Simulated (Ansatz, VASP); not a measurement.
TiC8 in VASP and in Ansatz

File INCAR:

```
SYSTEM = TiC8
PREC = Accurate ; ENCUT = 600
EDIFF = 1E-6 ; ISMEAR = 0
SIGMA = 0.1 ; LREAL = .False.
LASPH = .True. ; NELM = 100
ALGO = Normal ; ISIF = 3
LWAVE = .False. ; LCHARG = .False.
GGA = PE ; IVDW = 12
IBRION = 2 ; NSW = 100
EDIFFG = -0.01
```

File KPOINTS:

```
Automatic mesh
0
Gamma
  9 9 10
  0 0 0
```

File POSCAR:

```
TiC8
1.0
    5.0013135224      0.0000000000      0.0000000000
   -2.5006567612      4.3312645627      0.0000000000
    0.0000000000      0.0000000000      3.6348951466
Ti C
1 8
Direct
    0.0000000000      0.0000000000      0.5000000000
    0.3333333333      0.6666666667      0.0000000000
    0.3365381952      0.1682690976      0.0000000000
    0.8317309024      0.6634618048      0.0000000000
    0.8317309024      0.1682690976      0.0000000000
    0.1682690976      0.8317309024      0.0000000000
    0.1682690976      0.3365381952      0.0000000000
    0.6634618048      0.8317309024      0.0000000000
    0.6666666667      0.3333333333      0.0000000000
```

Input for Ansatz:

```yaml
crystal:
  lattice:
    - [5.0013135224, 0.0, 0.0]
    - [-2.5006567612, 4.3312645627, 0.0]
    - [0.0, 0.0, 3.6348951466]
  atoms:
    - { symbol: Ti, position: [0.0, 0.0, 0.5] }
    - { symbol: C, position: [0.3333333333, 0.6666666667, 0.0] }
    - { symbol: C, position: [0.3365381952, 0.1682690976, 0.0] }
    - { symbol: C, position: [0.8317309024, 0.6634618048, 0.0] }
    - { symbol: C, position: [0.8317309024, 0.1682690976, 0.0] }
    - { symbol: C, position: [0.1682690976, 0.8317309024, 0.0] }
    - { symbol: C, position: [0.1682690976, 0.3365381952, 0.0] }
    - { symbol: C, position: [0.6634618048, 0.8317309024, 0.0] }
    - { symbol: C, position: [0.6666666667, 0.3333333333, 0.0] }
basis:
  ecutwfc: 420
kpoints:
  mp_grid: { grid: [9, 9, 10] }
hamiltonian:
  xc: pbe
  dispersion: d3bj
scf:
  occupations: { method: gaussian, width: 0.1 }
output:
  forces: true
  stress: true
  eigenvalues: true
relax:
  adjacent_minimum: "off"
  f_tol: 0.01
  max_steps: 80
  cell: { stress_tol: 0.05 }
```

Alike in both runs: task relaxation of cell and atoms; functional PBE; dispersion D3(BJ); k mesh 9 × 9 × 10; occupations gaussian, width 0.1 eV; no spin polarisation.

```csv
,VASP,Ansatz
version,VASP 6.6.1,Ansatz 0.2.0
potentials or method,"VASP PAW PBE potentials, release 64 (Ti_sv, C)","scalar-relativistic, plane waves, PAW"
plane-wave cutoff (eV),600,420
valence electrons in the cell,44,44
```

```tsv
	VASP	Ansatz	Ansatz less VASP
gap on the k mesh at the Fermi level, each at its own relaxed structure (eV)	none	none	-
relaxed volume (Å³/atom)	8.75	8.76	+0.004
relaxed cell length with the largest relative difference (Å)	3.635	3.638	+0.0030
```

A gap of «none» marks a metal or a gap that the smearing closes.

Caveats: pairwise dispersion overbinds metals, which lowers pressure and volume.
